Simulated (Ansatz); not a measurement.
Computed with Ansatz 0.2.0, DFT PBE, scalar-relativistic, plane waves, PAW. All cells share a 420 eV cutoff and Γ-centred k meshes spaced at most about 0.3 Å⁻¹ (about 0.25 or finer for metals, 2π included). No spin polarisation.

All energies are static (0 K, no zero-point motion).

Question: Order these relaxed structures of SiGe3 by energy, lowest first, with the energy over the lowest of them.
A.

```
CELL_PARAMETERS angstrom
2.82854 0.00000 0.00000
-1.41427 2.44959 0.00000
0.00000 0.00000 10.55595
ATOMIC_POSITIONS crystal
Si 0.00000 0.00000 0.00000
Ge 0.00000 0.00000 0.24353
Ge 0.00000 0.00000 0.50000
Ge 0.00000 0.00000 0.75647
```

B.

```
CELL_PARAMETERS angstrom
2.92532 0.00000 0.00000
0.00000 2.92532 0.00000
0.00000 0.00000 8.61698
ATOMIC_POSITIONS crystal
Si 0.50000 0.50000 0.50000
Ge 0.00000 0.00000 0.73335
Ge 0.50000 0.50000 0.00000
Ge 0.00000 0.00000 0.26665
```

C.

```
CELL_PARAMETERS angstrom
4.01357 0.00000 0.00000
0.00000 4.01357 0.00000
0.00000 0.00000 5.67566
ATOMIC_POSITIONS crystal
Si 0.00000 0.00000 0.00000
Ge 0.50000 0.50000 0.50000
Ge 0.50000 0.00000 0.75643
Ge 0.00000 0.50000 0.24357
```

Answer: C (0 meV/atom), A (281 meV/atom), B (404 meV/atom). Forms: C P-4m2; A P6/mmm; B P4/mmm. Counting Ge atoms around Si (those within 1.25 times the shortest such distance or 1.15 times the sum of covalent radii; the shortest distance is added where it is long for a bond): C has Si 4; A has Si 2; B has Si 8 from 2.9 Å. All come from invented guesses.

Cells relaxed within their symmetry can be saddle points. Some types were kept out of the candidates beforehand, so the set may lack a known form.
